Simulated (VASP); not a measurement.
All values below come from PBE GGA, VASP's PBE PAW potentials (set 64) (plane waves; VASP).

VASP ran on this input.

POSCAR:
```
CoPt
1
    2.6900000000     0.0000000000     0.0000000000
    0.0000000000     2.6900000000     0.0000000000
    0.0000000000     0.0000000000     3.7000000000
Co Pt
1 1
Direct
  0.0000000000   0.0000000000   0.0000000000
  0.5000000000   0.5000000000   0.5000000000
```

INCAR:
```
SYSTEM=CoPt
PREC=Accurate; ENCUT=400; LREAL=.False.
LASPH=.True.
EDIFF=1E-6; NELM=100; ALGO=Normal
LMAXMIX=6
ISMEAR=1; SIGMA=0.1
GGA=PE
MAGMOM=4.0 0.0
ISPIN=2
ISIF=2
LWAVE=.False.; LCHARG=.False.; LORBIT=10
```

**KPOINTS**
```
Automatic
0
Gamma
 12 12 9
```

POTCAR, in this order: Co Pt (PBE.64 set). Program: vasp_std.

Output of the run:

**OUTCAR**
```
 ion  position               nearest neighbor table
   1  0.000  0.000  0.000-   2 2.65   2 2.65   2 2.65   2 2.65   2 2.65   2 2.65   2 2.65   2 2.65
  LATTYP: Found a simple tetragonal cell.
 ALAT       =     2.6900000000
 C/A-ratio  =     1.3754646840
 Subroutine PRICEL returns:
 Original cell was already a primitive cell.
 Subroutine GETGRP returns: Found 16 space group operations
The static configuration has the point symmetry D_4h.
The dynamic configuration has the point symmetry D_4h.
The overall configuration has the point symmetry D_4h.
 Subroutine INISYM returns: Found 16 space group operations
 Subroutine IBZKPT returns following result:
 Found    140 irreducible k-points:

 Following reciprocal coordinates:
            Coordinates               Weight
  0.000000  0.000000  0.000000      1.000000
  0.083333  0.000000  0.000000      4.000000
  0.166667  0.000000  0.000000      4.000000
  0.250000  0.000000  0.000000      4.000000
  0.333333  0.000000  0.000000      4.000000
  0.416667  0.000000  0.000000      4.000000
  0.500000  0.000000  0.000000      2.000000
  0.083333  0.083333  0.000000      4.000000
  0.166667  0.083333  0.000000      8.000000
  0.250000  0.083333  0.000000      8.000000
  0.333333  0.083333  0.000000      8.000000
  0.416667  0.083333  0.000000      8.000000
  0.500000  0.083333  0.000000      4.000000
  0.166667  0.166667  0.000000      4.000000
  0.250000  0.166667  0.000000      8.000000
  0.333333  0.166667  0.000000      8.000000
  0.416667  0.166667  0.000000      8.000000
  0.500000  0.166667  0.000000      4.000000
  0.250000  0.250000  0.000000      4.000000
  0.333333  0.250000  0.000000      8.000000
  0.416667  0.250000  0.000000      8.000000
  0.500000  0.250000  0.000000      4.000000
  0.333333  0.333333  0.000000      4.000000
  0.416667  0.333333  0.000000      8.000000
  0.500000  0.333333  0.000000      4.000000
  0.416667  0.416667  0.000000      4.000000
  0.500000  0.416667  0.000000      4.000000
  0.500000  0.500000  0.000000      1.000000
  0.000000  0.000000  0.111111      2.000000
  0.083333  0.000000  0.111111      8.000000
  0.166667  0.000000  0.111111      8.000000
  0.250000  0.000000  0.111111      8.000000
  0.333333  0.000000  0.111111      8.000000
  0.416667  0.000000  0.111111      8.000000
  0.500000  0.000000  0.111111      4.000000
  0.083333  0.083333  0.111111      8.000000
  0.166667  0.083333  0.111111     16.000000
  0.250000  0.083333  0.111111     16.000000
  0.333333  0.083333  0.111111     16.000000
  0.416667  0.083333  0.111111     16.000000
   k-points           NKPTS =    140   k-points in BZ     NKDIM =    140   number of bands    NBANDS=     15
   number of dos      NEDOS =    301   number of ions     NIONS =      2
   total plane-waves  NPLWV =   7776
   dimension x,y,z NGX =    18 NGY =   18 NGZ =   24
   dimension x,y,z NGXF=    36 NGYF=   36 NGZF=   48
   ions per type =               1   1
   PREC   = accura    normal or accurate (medium, high low for compatibility)
   ISTART =      0    job   : 0-new  1-cont  2-samecut
   ICHARG =      2    charge: 1-file 2-atom 10-const
   ISPIN  =      2    spin polarized calculation?
   LNONCOLLINEAR =      F non collinear calculations
   LSORBIT =      F    spin-orbit coupling
   INIWAV =      1    electr: 0-lowe 1-rand  2-diag
   ENCUT  =  400.0 eV  29.40 Ry    5.42 a.u.   4.39  4.39  6.03*2*pi/ulx,y,z
   NELM   =    100;   NELMIN=  2; NELMDL= -5     # of ELM steps
   EDIFF  = 0.1E-05   stopping-criterion for ELM
   LREAL  =      F    real-space projection
   NLSPLINE    = F    spline interpolate recip. space projectors
...
```

File OSZICAR:
```
       N       E                     dE             d eps       ncg     rms          rms(c)
DAV:   1     0.837388703794E+02    0.83739E+02   -0.74854E+03  8621   0.114E+03
DAV:   2    -0.119200185798E+02   -0.95659E+02   -0.87304E+02  8771   0.241E+02
DAV:   3    -0.146179703158E+02   -0.26980E+01   -0.26436E+01 10452   0.500E+01
DAV:   4    -0.146507735601E+02   -0.32803E-01   -0.32786E-01 10360   0.474E+00
DAV:   5    -0.146517114406E+02   -0.93788E-03   -0.93786E-03 10908   0.828E-01    0.182E+01
DAV:   6    -0.194695320108E+02   -0.48178E+01   -0.17733E+01  9188   0.115E+02    0.307E+01
DAV:   7    -0.132799913757E+02    0.61895E+01   -0.99546E+00 10467   0.905E+01    0.538E+00
DAV:   8    -0.133336799111E+02   -0.53689E-01   -0.59515E-01  9444   0.779E+00    0.316E+00
DAV:   9    -0.133166516000E+02    0.17028E-01   -0.19081E-02 11161   0.259E+00    0.164E+00
DAV:  10    -0.133078968218E+02    0.87548E-02   -0.18016E-02 11262   0.293E+00    0.355E-01
DAV:  11    -0.133073534057E+02    0.54342E-03   -0.20808E-03 11578   0.874E-01    0.148E-01
DAV:  12    -0.133073123495E+02    0.41056E-04   -0.31320E-04 12286   0.221E-01    0.888E-02
DAV:  13    -0.133073096659E+02    0.26836E-05   -0.36009E-05 11211   0.880E-02    0.464E-02
DAV:  14    -0.133072999928E+02    0.96731E-05   -0.30538E-05 11334   0.859E-02    0.321E-02
DAV:  15    -0.133073012571E+02   -0.12643E-05   -0.58124E-06  8723   0.425E-02    0.954E-03
DAV:  16    -0.133073008783E+02    0.37882E-06   -0.84747E-07  4823   0.188E-02
   1 F= -.13307301E+02 E0= -.13307023E+02  d E =-.833789E-03  mag=     2.2676
```

OUTCAR:
```
------------------------ aborting loop because EDIFF is reached ----------------------------------------
  FORCE on cell =-STRESS in cart. coord.  units (eV):
  Direction    XX          YY          ZZ          XY          YZ          ZX
  --------------------------------------------------------------------------------------
  Total        0.2321063      0.2321063      0.2691004      0.0000000      0.0000000      0.0000000
  in kB       13.8896454     13.8896454     16.1034421      0.0000000      0.0000000      0.0000000
  external PRESSURE =      14.6275776 kB  Pullay stress =       0.0000000 kB
  volume of cell :       26.77
      direct lattice vectors                 reciprocal lattice vectors
     2.690000000  0.000000000  0.000000000     0.371747212  0.000000000  0.000000000
     0.000000000  2.690000000  0.000000000     0.000000000  0.371747212  0.000000000
     0.000000000  0.000000000  3.700000000     0.000000000  0.000000000  0.270270270
 POSITION                                       TOTAL-FORCE (eV/Angst)
 -----------------------------------------------------------------------------------
      0.00000      0.00000      0.00000         0.000000      0.000000      0.000000
      1.34500      1.34500      1.85000         0.000000      0.000000      0.000000
 -----------------------------------------------------------------------------------
    total drift:                                0.000000     -0.000000     -0.000000
  FREE ENERGIE OF THE ION-ELECTRON SYSTEM (eV)
  ---------------------------------------------------
  free  energy   TOTEN  =       -13.3073008783 eV

  energy  without entropy=      -13.3064670897  energy(sigma->0) =      -13.30702295

 total charge

# of ion       s       p       d       tot
------------------------------------------
    1        0.412   0.440   7.204   8.056
    2        0.714   0.665   8.041   9.420
--------------------------------------------------
tot          1.125   1.105  15.246  17.476

 magnetization (x)

# of ion       s       p       d       tot
------------------------------------------
    1       -0.001  -0.013   1.907   1.893
    2       -0.013  -0.051   0.454   0.390
--------------------------------------------------
tot         -0.014  -0.064   2.361   2.284
```
(Selected blocks of OUTCAR.)

### OUTCAR
```
 val. band max:       10.5330309750   @ k =   0.0833   0.0833   0.0000

 cond. band min:      10.5404164615   @ k =   0.5000   0.0833   0.1111


 Fermi energy:        10.5399157203

 spin component 1

 k-point     1 :       0.0000    0.0000    0.0000
  band No.  band energies     occupation
      1       0.8384      1.00000
      2       4.2401      1.00000
      3       4.2464      1.00000
      4       7.1681      1.00000
      5       7.1681      1.00000
      6       7.6190      1.00000
      7       8.5458      1.00000
      8       8.8988      1.00000
      9      10.0734      1.00000
     10      10.1266      1.00000
     11      10.1266      1.00000
     12      12.8419      0.00000
     13      20.3855      0.00000
     14      22.5473      0.00000
     15      22.5473      0.00000

 k-point     2 :       0.0833    0.0000    0.0000
  band No.  band energies     occupation
      1       1.0244      1.00000
      2       4.3106      1.00000
      3       4.4054      1.00000
      4       7.0866      1.00000
      5       7.2191      1.00000
      6       7.6649      1.00000
      7       8.5039      1.00000
      8       8.8967      1.00000
      9       9.5863      1.00000
     10       9.9061      1.00000
     11      10.0818      1.00000
     12      13.5617      0.00000
     13      20.2111      0.00000
     14      21.6528      0.00000
     15      22.8874      0.00000

 k-point     3 :       0.1667    0.0000    0.0000
  band No.  band energies     occupation
      1       1.5525      1.00000
      2       4.5064      1.00000
      3       4.8638      1.00000
      4       6.8456      1.00000
      5       7.3681      1.00000
      6       7.7692      1.00000
      7       8.3893      1.00000
      8       8.7002      1.00000
      9       8.9227      1.00000
     10       9.4819      1.00000
     11       9.9494      1.00000
     12      15.0032      0.00000
     13      18.9504      0.00000
...
```

Unless said otherwise, spin-orbit coupling is left out, though it shifts the bands of the heavy elements here.

The compound is CoPt in the L1_0 structure. The cell was not relaxed at this level. The run is one of a series of settings (MAGMOM = 4.0 0.0 against the base run), some of them coarse on purpose.
